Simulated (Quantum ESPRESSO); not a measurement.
# LiF (Griceite): phonons at points of the zone under several settings

```
F Li
1.0
     0.00000    2.01400    2.01400
     2.01400    0.00000    2.01400
     2.01400    2.01400    0.00000
F Li
1 1
Direct
  0.50000 0.50000 0.50000
  0.00000 0.00000 0.00000
```

All runs used Quantum ESPRESSO 7.5; potentials PseudoDojo 0.4.1 SR LDA standard; k mesh 6 × 6 × 6, shifted; relaxed cell; no spin polarisation; cutoff 1143 eV; occupations smeared at first, fixed for the response.

| level | point | frequencies (cm⁻¹) |
| --- | --- | --- |
| LDA | Γ (0.000, 0.000, 0.000) | ? |
| LDA | L (0.500, 0.500, 0.500) | 232 232 320 320 399 628 |
| LDA | K (0.375, 0.375, 0.750) | 255 325 355 356 446 453 |
| LDA | W (0.500, 0.250, 0.750) | 291 334 334 399 428 428 |

**Question.** What stands in the row left open?

**Answer.** Frequencies 0 0 0 343 343 343 cm⁻¹.
